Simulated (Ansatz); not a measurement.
Here is an Ansatz 0.2.0 calculation.

File input.yaml:

```yaml
crystal:
  lattice:
    - [0.0, 1.89785, 1.89785]
    - [1.89785, 0.0, 1.89785]
    - [1.89785, 1.89785, 0.0]
  atoms:
    - { symbol: Rh, position: [0.0, 0.0, 0.0] }
hamiltonian:
  xc: pbe
  pseudopotentials: { kind: paw }
kpoints:
  mp_grid: { grid: [12, 12, 12] }
scf:
  occupations: { method: gaussian, width: 0.05 }
output:
  forces: true
  stress: true
  eigenvalues: true
  write_density: true
  write_potential: true
  elf: true
  volumetric_format: npy
```

Potentials or basis: Ansatz PAW.

Run with:

```sh
$ ansatz run input.yaml --threads 2 --pin off --max-ram 5632MiB --backend cpu --events-out ev --progress --plain --runs-dir out
```

Task: Estimate the band gap on the k mesh.

Result: None (metal or under the smearing width).

Task: What does it give for the pressure?

Result: 7.2 GPa.
